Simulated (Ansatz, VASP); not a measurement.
**Ag: 3 runs at one level of theory**

The starting cell:

```xyz
1
Lattice="0.0000 2.0427 2.0427 2.0427 0.0000 2.0427 2.0427 2.0427 0.0000" Properties=species:S:1:pos:R:3 pbc="T T T"
Ag    0.0000    0.0000    0.0000
```

Alike in all runs: task relaxation of cell and atoms; functional revPBE; dispersion D3(BJ); k mesh 11 × 11 × 11; occupations fermi-dirac, width 0.05 eV; no spin polarisation; no spin-orbit coupling.

```
                        program and potentials  plane-wave cutoff (eV)                                                                                          notes  equilibrium volume (Å³/atom)
                            Ansatz, Ansatz PAW                     420  potentials made for PBE, which Ansatz adapts in part; 19 valence electrons an atom on average                         16.49
                VASP, PBE PAW files Ag, 600 eV                     600                               potentials made for PBE; 11 valence electrons an atom on average                         16.46
Ansatz, all-electron LAPW, scalar-relativistic                       -                                                                                              -                         16.48
```

The equilibrium volume spans 16.46 (VASP, PBE PAW files Ag, 600 eV) to 16.49 Å³/atom (Ansatz, Ansatz PAW), with all-electron results at 16.48. Some sets were made for another functional than the one run, which can shift their rows. Relaxations stop with a little pressure left, so the last digit of a volume isn't settled.

Differences between rows come from potentials, basis sets and numerical settings, since the functional is the same but for its coding. Runs on potential files found faulty are left out.
